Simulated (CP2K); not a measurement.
KBr:

```xyz
2
Lattice="4.6669 0.0000 0.0000 2.3335 4.0417 0.0000 2.3335 1.3472 3.8105" Properties=species:S:1:pos:R:3 pbc="T T T"
Br    4.6669    2.6944    1.9053
K     0.0000    0.0000    0.0000
```

Base run:

```yaml
Program: CP2K 2026.2
Functional: RPBE
Potentials_or_basis: POTENTIAL_UZH Br GTH-PBE-q7, K GTH-PBE-q9; TZVP-MOLOPT-PBE-GTH basis
Density_cutoff: 9184 eV
k_mesh: 7 × 7 × 7
Occupations: fermi-dirac, width 0.05 eV
Spin: no spin polarisation
```

Its results: band gap on the k mesh 4.71 eV, direct; pressure 2.1 GPa.

Q: After a change of settings the same cell gave: band gap on the k mesh 4.24 eV, direct; pressure -0.1 GPa. Which change was it?
A. functional from RPBE to HLE17
B. functional from RPBE to LDA
C. functional from RPBE to PBE
D. functional from RPBE to WC

A: D.

WC binds more tightly than RPBE, so the same cell stands under less pressure.

Caveats: the potentials were made for another functional, which shifts forces and pressure; the basis of atomic orbitals isn't converged, which shifts pressures, moduli and gaps.
